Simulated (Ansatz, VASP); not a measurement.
**InSe in VASP and in Ansatz**

The input INCAR:

```
SYSTEM = InSe
PREC = Accurate ; ENCUT = 600
EDIFF = 1E-6 ; ISMEAR = 0
SIGMA = 0.1 ; LREAL = .FALSE.
LASPH = .TRUE. ; NELM = 100
ALGO = Normal ; ISIF = 3
LWAVE = .FALSE. ; LCHARG = .FALSE.
GGA = PE ; IBRION = 2
NSW = 100 ; EDIFFG = -0.01
```

File KPOINTS:

```
Automatic mesh
0
G
  16 16 14
  0 0 0
```

POSCAR

```
InSe
1.0
    3.3573163500      0.0000000000      0.0000000000
    0.0000000000      3.3573163500      0.0000000000
    0.0000000000      0.0000000000      4.2181162700
In Se
1 1
Direct
    0.5000000000      0.5000000000      0.5000000000
    0.0000000000      0.0000000000      0.0000000000
```

Input for Ansatz:

```yaml
crystal:
  lattice:
    - [3.35731635, 0.0, 0.0]
    - [0.0, 3.35731635, 0.0]
    - [0.0, 0.0, 4.21811627]
  atoms:
    - { symbol: In, position: [0.5, 0.5, 0.5] }
    - { symbol: Se, position: [0.0, 0.0, 0.0] }
basis:
  ecutwfc: 420
kpoints:
  mp_grid: { grid: [16, 16, 14] }
hamiltonian:
  xc: pbe
scf:
  occupations: { method: gaussian, width: 0.1 }
output:
  forces: true
  stress: true
  eigenvalues: true
relax:
  adjacent_minimum: "off"
  f_tol: 0.01
  max_steps: 80
  cell: { stress_tol: 0.05 }
```

Change from the starting cell: species swapped into the CuAu type (P4/mmm, No. 123).

Alike in both runs: task relaxation of cell and atoms; functional PBE; k mesh 16 × 16 × 14; occupations gaussian, width 0.1 eV; no spin polarisation.

|  | VASP | Ansatz |
| --- | --- | --- |
| version | VASP 6.6.1 | Ansatz 0.2.0 |
| potentials or method | VASP PAW PBE potentials, release 64 (In_d, Se) | scalar-relativistic, plane waves, PAW |
| plane-wave cutoff (eV) | 600 | 420 |
| valence electrons in the cell | 19 | 29 |

|  | VASP | Ansatz | Ansatz less VASP |
| --- | --- | --- | --- |
| gap on the k mesh at the Fermi level, each at its own relaxed structure (eV) | none | none | - |
| relaxed volume (Å³/atom) | 23.96 | 23.96 | -0.002 |
| relaxed cell length with the largest relative difference (Å) | 3.631 | 3.628 | -0.0028 |
| energy change over the relaxation (meV/atom) | -175 | -176 | -0.6 |

A gap of «none» marks a metal or a gap that the smearing closes. The two sets of potentials don't hold the same shells in valence.
